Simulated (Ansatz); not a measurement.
**Random displacements in Si7Ge**

The calculation used Ansatz 0.2.0, DFT r2SCAN, scalar-relativistic, plane waves, PAW. Cutoff 500 eV, Γ-centred 6×6×6 k-points, Gaussian smearing of 0.05 eV. No spin polarisation. Energies are free energies at this smearing, counted from the undisturbed cell; pressure is positive in compression.

The starting cell (relaxed at this level; it needn't be the usual structure):

```yaml
crystal:
  lattice:
    - [5.46797, 0.00000, 0.00000]
    - [0.00000, 5.46797, 0.00000]
    - [0.00000, 0.00000, 5.46797]
  atoms:
    - { symbol: Si, position: [0.25243, 0.25243, 0.25243] }
    - { symbol: Si, position: [0.00000, 0.50000, 0.50000] }
    - { symbol: Si, position: [0.50000, 0.50000, 0.00000] }
    - { symbol: Si, position: [0.50000, 0.00000, 0.50000] }
    - { symbol: Si, position: [0.74757, 0.25243, 0.74757] }
    - { symbol: Si, position: [0.74757, 0.74757, 0.25243] }
    - { symbol: Si, position: [0.25243, 0.74757, 0.74757] }
    - { symbol: Ge, position: [0.00000, 0.00000, 0.00000] }
```

The atoms are displaced (Å, in the unstrained cell):

```csv
atom,ux,uy,uz
Si1,0.125,0.019,0.021
Si2,-0.052,-0.071,0.058
Si3,0.017,-0.060,-0.019
Si4,0.111,-0.196,0.096
Si5,0.053,0.167,-0.150
Si6,-0.025,-0.029,0.057
Si7,-0.156,0.140,-0.041
Ge8,-0.073,0.030,-0.022
```

Strain (Voigt, engineering shear): (0.0014, -0.0449, 0.0105, 0.0454, 0.0233, -0.0672).

(1) What are the energy change, the stress and the forces?

Results:

(1) ΔE = 339.9 meV/atom; stress (xx, yy, zz, yz, xz, xy; compression positive) (8.10, 9.20, 5.81, -8.19, -11.87, 12.07) GPa.
| atom | Fx (eV/Å) | Fy | Fz |
| --- | --- | --- | --- |
| Si1 | -1.65 | -2.07 | 1.37 |
| Si2 | 5.63 | 4.20 | -5.38 |
| Si3 | 0.31 | 2.13 | -1.51 |
| Si4 | -0.13 | 2.75 | -1.19 |
| Si5 | -5.07 | -5.20 | 5.48 |
| Si6 | 0.25 | -1.17 | -0.78 |
| Si7 | 0.05 | -2.12 | 1.70 |
| Ge8 | 0.61 | 1.48 | 0.31 |

Cost: 1 run of about 1.1 core-minutes, on Oxide Virtual Turin-like Processor (Zen 5) (shared hosts).